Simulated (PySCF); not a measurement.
# Dipole moment and polarisability across levels of theory

Compound: methyl methacrylate, C5H8O2.
SMILES: `COC(=O)C(=C)C`

PySCF, dipoles from the SCF density, polarisabilities from static response with core orbitals frozen. Isolated species at its PBE0-D3(BJ)/def2-SVP geometry (one conformer only).

The anisotropy is √(½[(α1 − α2)² + (α2 − α3)² + (α3 − α1)²]).

```json
{"level": "LDA/def2-SVPD", "μ (D)": "2.101", "α (au)": "73.72", "anisotropy (au)": "39.13"}
{"level": "PBE/def2-SVPD", "μ (D)": "2.025", "α (au)": "72.91", "anisotropy (au)": "38.91"}
{"level": "B3LYP/def2-SVPD", "μ (D)": "2.014", "α (au)": "70.62", "anisotropy (au)": "36.47"}
{"level": "PBE0/def2-SVPD", "μ (D)": "2.018", "α (au)": "69.85", "anisotropy (au)": "35.97"}
{"level": "BHandHLYP/def2-SVPD", "μ (D)": "2.019", "α (au)": "67.88", "anisotropy (au)": "34.03"}
{"level": "CAM-B3LYP/def2-SVPD", "μ (D)": "2.012", "α (au)": "69.38", "anisotropy (au)": "34.88"}
{"level": "wB97X-D/def2-SVPD", "μ (D)": "2.019", "α (au)": "69.42", "anisotropy (au)": "34.60"}
{"level": "LC-wPBE/def2-SVPD", "μ (D)": "1.991", "α (au)": "67.67", "anisotropy (au)": "33.49"}
{"level": "HF/def2-SVPD", "μ (D)": "2.043", "α (au)": "65.42", "anisotropy (au)": "31.76"}
{"level": "PBE0/6-31G*", "μ (D)": "1.821", "α (au)": "58.02", "anisotropy (au)": "39.60"}
{"level": "PBE0/def2-SVP", "μ (D)": "1.858", "α (au)": "59.63", "anisotropy (au)": "37.87"}
{"level": "PBE0/6-31+G*", "μ (D)": "1.977", "α (au)": "65.66", "anisotropy (au)": "36.32"}
{"level": "PBE0/aug-cc-pVDZ", "μ (D)": "2.019", "α (au)": "71.34", "anisotropy (au)": "36.70"}
{"level": "PBE0/def2-TZVP", "μ (D)": "1.990", "α (au)": "67.69", "anisotropy (au)": "37.34"}
```

The dipole runs from 1.82 D (PBE0/6-31G*) to 2.10 D (LDA/def2-SVPD). No reference polarisability is at hand; against PBE0 in the largest diffuse basis at hand (aug-cc-pVDZ) the other PBE0 rows deviate by 6-31G* -19%, def2-SVP -16%, 6-31+G* -8%, def2-SVPD -2%, def2-TZVP -5%. In one basis (def2-SVPD) the functionals order the polarisability from HF (lowest) to LDA (highest), a spread of 13%. With PBE0 the polarisability is 61.78 au without diffuse functions (mean of 6-31G*, def2-SVP and def2-TZVP) and 68.95 au with them (mean of 6-31+G*, def2-SVPD and aug-cc-pVDZ).
